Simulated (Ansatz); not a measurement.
A 2-atom cell of AlAs started from a crystallographic database, relaxed with r2SCAN: the symmetry is F-43m (No. 216, cubic); a = 5.678 Å in the conventional setting, 22.88 Å³ an atom. Al is surrounded by 4 As at 2.46 Å; As is surrounded by 4 Al at 2.46 Å. One-shot G0W0@PBE in Ansatz 0.2.0 on a 4×4×4 mesh (contour deformation, no spin-orbit coupling), from a PBE gap of 1.436 eV over the mesh points (the G0W0 gap is indirect on the mesh); the number N of bands summed and the screening cutoff rise together. (Simulation; spin polarisation is off.)

```tsv
N	cutoff (eV)	1000/N	G0W0 gap (eV)
83	80	12.048	1.915
181	140	5.525	2.069
```

Lay a straight line in 1000/N through these rows.
The slope is -0.0236 eV per unit of 1000/N and the intercept 2.199 eV.

Predict the gap at N = 325 (210 eV).
2.199 + (-0.0236) × 3.077 = 2.126 eV; the run gives 2.128 eV, +0.002 eV from the line.

With that run's result added, what limit do the last two rows suggest?
Their slope is (2.128 − 2.069)/(3.077 − 5.525) = -0.0241, which meets 1/N = 0 at 2.20 eV, against 2.199 eV from the first line. The two lines nearly agree; the k mesh isn't extrapolated.

Spin-orbit coupling is left out.
